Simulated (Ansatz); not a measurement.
# BN (P1) in Ansatz: convergence with k mesh

Aim: find how far k mesh must go before the results for BN settle, at LDA. This setting moves, with any that are tied to it; all else stays.

All numbers are computed with Ansatz 0.2.0; they aren't measurements. Logs are shortened: lines on timing, memory, paths and dates and some standing lists are left out, and cuts for length are marked.

**1. The cell of the first run**

The typed cell holds 4 atoms: a = 2.498 Å, b = 2.498 Å, c = 6.636 Å, α = 90.00°, β = 90.00°, γ = 120.00°.

The cell isn't the ideal one: atoms moved at random, drawn with an rms of 0.05 Å.

**2. With k mesh 4 × 4 × 2**

The input, input.yaml:

```yaml
crystal:
  lattice:
    - [2.49824, 0.0, 0.0]
    - [-1.24912, 2.1635393048, 0.0]
    - [0.0, 0.0, 6.6357]
  atoms:
    - { symbol: "N", position: [0.659784, 0.320718, 0.251758] }
    - { symbol: "N", position: [0.33328, 0.665718, 0.749754] }
    - { symbol: B, position: [0.678836, 0.346295, 0.751839] }
    - { symbol: B, position: [0.336526, 0.664378, 0.247751] }
hamiltonian:
  xc: lda
  pseudopotentials: { kind: paw }
kpoints:
  mp_grid: { grid: [4, 4, 2] }
scf:
  occupations: { method: methfessel_paxton, width: 0.05 }
output:
  forces: true
  stress: true
  eigenvalues: true
```

Potentials or basis: Ansatz PAW.

Launch:

```sh
ansatz run input.yaml --threads 2 --pin off --max-ram 5632MiB --backend cpu --events-out ev --progress --plain --runs-dir out
```

What it wrote:

```text
Warning: RAYON_NUM_THREADS=2 ignored (pool sized by the plan → 2); use --threads N
Engine: ansatz 0.2.0, x86_64-unknown-linux-gnu
Pseudopotentials: kind: paw
Pseudopotential: N, paw, valence charge 5, recommended cutoff 420 eV (normal), N.paw.azcp
Pseudopotential: B, paw, valence charge 3, recommended cutoff 420 eV (normal), B.paw.azcp
Functional definition: SPW92
  exchange = slater_x
  correlation = pw_c
Crystal: 4 atoms, lattice volume = 35.866 Å³
Basis set: ecut = 420 eV, 689 PW (Γ)
Bands: 12, of which v1, the nominal top of the filled ones, is band 8 counted from 1 (7 counted from 0)
Symmetry: 1 space group operations
Space group: P1 (ITA 1), of the structure as read, at distance tolerance 3.3e-5 Å
k-points: 20 of 32 (time reversal used)
Non-local potential: N, projectors of the file, l = 0: 2, l = 1: 2, l = 2: 1
Non-local potential: B, projectors of the file, l = 0: 2, l = 1: 2, l = 2: 1
PAW form: soft (Blöchl's): semilocal exchange-correlation on the pseudo side does not see the compensation charge
PAW frozen core: N, regenerated for the run's functional, and the local potential with it (the file was generated under x = pbe(κ = 0.804, μ = 0.2195149727645171), c = pbe(β = 0.06672455060314922))
PAW frozen core: B, regenerated for the run's functional, and the local potential with it (the file was generated under x = pbe(κ = 0.804, μ = 0.2195149727645171), c = pbe(β = 0.06672455060314922))
PAW one-centre angular grid: N, 110 points (default); XC on 64 Gauss nodes
PAW one-centre angular grid: B, 110 points (default); XC on 64 Gauss nodes
Initial density: superposition of atomic densities (neutral atoms: chi_scale 0, normalization atom), corrected by the library's trained network
Initial wavefunctions: pseudopotential atomic-orbital guess
Functional: x = slater, c = lda
SCF iter   1: F=—  HF=-1052.617351 eV  |F-HF|=—  |Δ(HF+E_count)|=         —  Δρ=8.87e-3  dr2=2.41e-2  ethr=1.77e-3  ⟨swp⟩=6.2  Hψ=1427  notcnv=0
preconditioner: auto → none  [insulator: Δε(μ)=4.350 eV  Ē_g=15.533 eV  σ=0.050 eV  W_gap=1.00  n_scr=4 (ndim 8)  ℏωp=24.8 eV  f_vac=0.022  D(μ)=0.00/eV (n_scr^D=0)  ε∞_Penn≈3.5]
SCF iter   2: F=—  HF=-1052.611483 eV  |F-HF|=—  |Δ(HF+E_count)|=   5.87e-3  S|Δr|=    0.00e0  Δρ=4.17e-3  dr2=2.79e-3  ethr=1.50e-4  ⟨swp⟩=2.7  Hψ=611  notcnv=0
SCF iter   3: F=—  HF=-1052.610644 eV  |F-HF|=—  |Δ(HF+E_count)|=   8.39e-4  S|Δr|=    0.00e0  Δρ=1.62e-3  dr2=3.73e-4  ethr=1.75e-5  ⟨swp⟩=2.4  Hψ=417  notcnv=0
SCF iter   4: F=—  HF=-1052.610549 eV  |F-HF|=—  |Δ(HF+E_count)|=   9.47e-5  S|Δr|=    0.00e0  Δρ=2.77e-4  dr2=2.87e-5  ethr=2.33e-6  ⟨swp⟩=1.1  Hψ=246  notcnv=0
SCF iter   5: F=—  HF=-1052.610544 eV  |F-HF|=—  |Δ(HF+E_count)|=   5.03e-6  S|Δr|=    0.00e0  Δρ=5.38e-5  dr2=4.01e-7  ethr=1.79e-7  ⟨swp⟩=2.6  Hψ=355  notcnv=0
SCF iter   6: F=-1052.610544 eV  HF=-1052.610544 eV  |F-HF|=2.48e-9  |Δ(HF+E_count)|=   7.67e-8  S|Δr|=    0.00e0  Δρ=1.09e-5  dr2=1.78e-8  ethr=6.25e-10  ⟨swp⟩=5.0  Hψ=1115  notcnv=0
SCF 1 converged in 6 iterations: F = -1052.610544 eV  dr2 = 1.78e-8
SCF converged after 6 iterations
Stability not checked: this state was not tested for a lower state beside it, because cold or Methfessel-Paxton smearing, or corrected tetrahedra, fill the levels in a way that the test cannot read (fill_not_monotonic; see scf.lower_state_search)
Free energy (F): -1052.610544 eV
Harris-Foulkes:  -1052.610544 eV  (|F-HF|=2.48e-9)
Internal energy: -1052.610544 eV  (E = F + TS)
E sigma→0 (E₀):  -1052.610544 eV
Fermi energy:    6.321471 eV
Step filling:    the computed levels leave a gap of 4.4584 eV = 89.2 smearing widths at the electron count; against every level under it full and every level over it empty, smearing changes F+E_penalty+E_count by +0.00e0 meV and its σ→0 estimate by +0.00e0 meV
--- Per-component energies (eV) ---
  E_band       = -41.019258
  E_kinetic    = 366.600528
  E_local      = -695.831837  (includes V_loc(G=0)·N_el)
  E_nonlocal   = 119.777489
  E_hartree    = 222.229818
  E_xc         = -182.171793
  E_vxc        = -227.169067  (∫ρ·V_xc dr)
  E_paw        = -383.597171  (= ΣΔE_a)
  E_vpaw       = -48.854432  (= ΣTr[D̂ρ^β])
  E_aug_tail   = 0.000187  (compensation charges beyond the density's cutoff)
  E_ewald      = -499.869522
  E_core_change = 0.251757  (= ΣΔE_core)
  E_smearing   = -0.000000  (= −TS)
  E_closure    = -0.000000  (closes the sum)
  Σ components = -1052.610544   (vs F -1052.610544, Δ=0.00e0)
--- Forces (eV/Å), atoms counted from 1 ---
  atom   1  N      0.48621717     0.97279070    -0.38716638
  atom   2  N      0.60983720     1.23130419     0.21848033
  atom   3  B     -0.60994780    -1.23377802    -0.21813809
  atom   4  B     -0.48609940    -0.97030456     0.38683125
  max |Σ_I F_I| component: 1.23e-5 eV/Å
--- Stress (GPa, compression-positive) ---
       -3.447835       0.151695       0.019789
        0.151696      -4.188433       0.040148
        0.019789       0.040148      -0.410828
  P = ⅓ Tr σ = -2.6824 GPa (-26.824 kbar)
--- Band table (eV; the first three rows and the last of 20) ---
  k-point 0: bands = ["-13.1187", "-12.8027", "-1.8555", "0.3609", "2.8227", "2.9142", "3.5087", "3.5907", "9.4458", "14.5718", "15.5611", "15.6828"]
  k-point 1: bands = ["-12.9691", "-12.9634", "-0.9047", "-0.8536", "2.8227", "2.9142", "3.5076", "3.5896", "11.7263", "12.0186", "15.5706", "15.6887"]
  k-point 2: bands = ["-11.9336", "-11.6636", "-0.6499", "-0.3635", "-0.1990", "1.3351", "1.7541", "1.8126", "11.2692", "13.2018", "13.7383", "15.0791"]
  k-point 19: bands = ["-9.8419", "-9.8300", "-4.3574", "-4.3459", "0.3895", "0.4161", "3.5560", "3.5815", "9.0625", "9.1008", "14.4489", "14.4664"]
```

Wall time 2.4 s (2 threads of Intel Xeon at 2.50GHz (Skylake/Cascade Lake), shared host); peak memory 0.28 GiB.

What came out:

| Quantity | Value |
| --- | --- |
| Free energy | -1052.6105 eV |
| Pressure | -2.7 GPa |
| Largest force | 1.393 eV/Å |
| Band gap on the k mesh | 4.46 eV, direct |

**3. With k mesh 5 × 5 × 2**

input.yaml, as its differences from that of step 2:

```diff
@@ -14,3 +14,3 @@
 kpoints:
-  mp_grid: { grid: [4, 4, 2] }
+  mp_grid: { grid: [5, 5, 2] }
 scf:
```

Potentials or basis: Ansatz PAW.

Launch:

```sh
ansatz run input.yaml --threads 2 --pin off --max-ram 5632MiB --backend cpu --events-out ev --progress --plain --runs-dir out
```

It took 2.2 s on 2 threads of Intel Xeon at 2.50GHz (Skylake/Cascade Lake), shared host; peak memory 0.29 GiB.

Results:

| Property | Result |
| --- | --- |
| Free energy | -1052.6316 eV |
| Pressure | -2.6 GPa |
| Largest force | 1.370 eV/Å |
| Band gap on the k mesh | 4.46 eV, direct |

**4. With k mesh 6 × 6 × 2**

input.yaml, as its differences from that of step 3:

```diff
@@ -14,3 +14,3 @@
 kpoints:
-  mp_grid: { grid: [5, 5, 2] }
+  mp_grid: { grid: [6, 6, 2] }
 scf:
```

Launch:

```sh
ansatz run input.yaml --threads 2 --pin off --max-ram 5632MiB --backend cpu --events-out ev --progress --plain --runs-dir out
```

Wall time 3 s (2 threads of Intel Xeon at 2.50GHz (Skylake/Cascade Lake), shared host); peak memory 0.3 GiB.

What came out:

| Item | Value |
| --- | --- |
| Free energy | -1052.6449 eV |
| Pressure | -2.6 GPa |
| Largest force | 1.368 eV/Å |
| Band gap on the k mesh | 4.05 eV, indirect (least direct gap 4.46 eV) |

**5. With k mesh 7 × 7 × 3**

input.yaml, as its differences from that of step 4:

```diff
@@ -14,3 +14,3 @@
 kpoints:
-  mp_grid: { grid: [6, 6, 2] }
+  mp_grid: { grid: [7, 7, 3] }
 scf:
```

Launch:

```sh
ansatz run input.yaml --threads 2 --pin off --max-ram 5632MiB --backend cpu --events-out ev --progress --plain --runs-dir out
```

It took 5.2 s on 2 threads of Intel Xeon at 2.50GHz (Skylake/Cascade Lake), shared host; peak memory 0.33 GiB.

Results:

* Free energy: -1052.6456 eV
* Pressure: -2.6 GPa
* Largest force: 1.369 eV/Å
* Band gap on the k mesh: 4.25 eV, indirect (least direct gap 4.46 eV)

**6. With k mesh 9 × 9 × 3**

input.yaml, as its differences from that of step 5:

```diff
@@ -14,3 +14,3 @@
 kpoints:
-  mp_grid: { grid: [7, 7, 3] }
+  mp_grid: { grid: [9, 9, 3] }
 scf:
```

Potentials or basis: Ansatz PAW.

Launch:

```sh
ansatz run input.yaml --threads 2 --pin off --max-ram 5632MiB --backend cpu --events-out ev --progress --plain --runs-dir out
```

It took 9.2 s on 2 threads of Intel Xeon at 2.50GHz (Skylake/Cascade Lake), shared host; peak memory 0.35 GiB.

It converged, with:

| Property | Result |
| --- | --- |
| Free energy | -1052.6461 eV |
| Pressure | -2.6 GPa |
| Largest force | 1.368 eV/Å |
| Band gap on the k mesh | 4.20 eV, indirect (least direct gap 4.46 eV) |

**7. With k mesh 11 × 11 × 4**

input.yaml, as its differences from that of step 6:

```diff
@@ -14,3 +14,3 @@
 kpoints:
-  mp_grid: { grid: [9, 9, 3] }
+  mp_grid: { grid: [11, 11, 4] }
 scf:
```

Launch:

```sh
ansatz run input.yaml --threads 2 --pin off --max-ram 5632MiB --backend cpu --events-out ev --progress --plain --runs-dir out
```

Wall time 16 s (2 threads of Intel Xeon at 2.50GHz (Skylake/Cascade Lake), shared host); peak memory 0.41 GiB.

Results (log left out):

```yaml
Free_energy: -1052.6461 eV
Pressure: -2.6 GPa
Largest_force: 1.368 eV/Å
Band_gap_on_the_k_mesh: 4.10 eV, indirect (least direct gap 4.46 eV)
```

**8. With k mesh 14 × 14 × 5**

input.yaml, as its differences from that of step 7:

```diff
@@ -14,3 +14,3 @@
 kpoints:
-  mp_grid: { grid: [11, 11, 4] }
+  mp_grid: { grid: [14, 14, 5] }
 scf:
```

Launch:

```sh
ansatz run input.yaml --threads 2 --pin off --max-ram 5632MiB --backend cpu --events-out ev --progress --plain --runs-dir out
```

It took 24 s on 2 threads of Intel Xeon at 2.50GHz (Skylake/Cascade Lake), shared host; peak memory 0.53 GiB.

The run converged. Its results:

* Free energy: -1052.6462 eV
* Pressure: -2.6 GPa
* Largest force: 1.368 eV/Å
* Band gap on the k mesh: 4.01 eV, indirect (least direct gap 4.46 eV)

**9. With k mesh 17 × 17 × 6**

input.yaml, as its differences from that of step 8:

```diff
@@ -14,3 +14,3 @@
 kpoints:
-  mp_grid: { grid: [14, 14, 5] }
+  mp_grid: { grid: [17, 17, 6] }
 scf:
```

Potentials or basis: Ansatz PAW.

Launch:

```sh
ansatz run input.yaml --threads 2 --pin off --max-ram 5632MiB --backend cpu --events-out ev --progress --plain --runs-dir out
```

Wall time 40 s (2 threads of Intel Xeon at 2.50GHz (Skylake/Cascade Lake), shared host); peak memory 0.71 GiB.

The run converged. Its results:

```yaml
Free_energy: -1052.6461 eV
Pressure: -2.6 GPa
Largest_force: 1.368 eV/Å
Band_gap_on_the_k_mesh: 4.04 eV, indirect (least direct gap 4.46 eV)
```

**10. With k mesh 20 × 20 × 7**

input.yaml, as its differences from that of step 9:

```diff
@@ -14,3 +14,3 @@
 kpoints:
-  mp_grid: { grid: [17, 17, 6] }
+  mp_grid: { grid: [20, 20, 7] }
 scf:
```

Launch:

```sh
ansatz run input.yaml --threads 2 --pin off --max-ram 5632MiB --backend cpu --events-out ev --progress --plain --runs-dir out
```

Wall time 63 s (2 threads of Intel Xeon at 2.50GHz (Skylake/Cascade Lake), shared host); peak memory 0.97 GiB.

The run converged. Its results:

| Quantity | Value |
| --- | --- |
| Free energy | -1052.6461 eV |
| Pressure | -2.6 GPa |
| Largest force | 1.368 eV/Å |
| Band gap on the k mesh | 3.99 eV, indirect (least direct gap 4.46 eV) |

**11. Result**

| k mesh | energy less the tightest run, at zero smearing (meV/atom) | pressure (GPa) | largest force (eV/Å) | gap on the mesh (eV) | SCF cycles | CPU time (s) | peak memory (GiB) |
| --- | --- | --- | --- | --- | --- | --- | --- |
| 4 × 4 × 2 | 8.88 | -2.68 | 1.393 | 4.458 | 6 | 1.9 | 0.28 |
| 5 × 5 × 2 | 3.61 | -2.56 | 1.370 | 4.461 | 6 | 2.4 | 0.29 |
| 6 × 6 × 2 | 0.30 | -2.63 | 1.368 | 4.048 | 6 | 3.2 | 0.3 |
| 7 × 7 × 3 | 0.13 | -2.63 | 1.369 | 4.255 | 6 | 6 | 0.33 |
| 9 × 9 × 3 | 0.00 | -2.63 | 1.368 | 4.198 | 6 | 9.3 | 0.35 |
| 11 × 11 × 4 | -0.01 | -2.63 | 1.368 | 4.097 | 6 | 17 | 0.41 |
| 14 × 14 × 5 | -0.02 | -2.64 | 1.368 | 4.013 | 6 | 33 | 0.53 |
| 17 × 17 × 6 | -0.01 | -2.64 | 1.368 | 4.043 | 6 | 58 | 0.71 |
| 20 × 20 × 7 | 0.00 | -2.64 | 1.368 | 3.989 | 6 | 95 | 0.97 |

Against the tightest run, the energy stays within 1 meV/atom from 6 × 6 × 2 on; the pressure stays within 0.1 GPa from 4 × 4 × 2 on; the largest force stays within 0.005 eV/Å from 5 × 5 × 2 on. Not settled before the last step: the gap on the mesh (to 0.01 eV). Meshes of other sizes hit other points, so gaps and Fermi surfaces needn't settle smoothly. The tightest run that finished is the yardstick and may itself not be fully converged.

Caveats: odd divisions of the mesh miss points on the zone boundary, where band edges often lie, so the gap on the mesh can be too wide; the PAW data sets come from PBE, with cores solved anew for the run's functional, which leaves a small shift of forces and pressure.
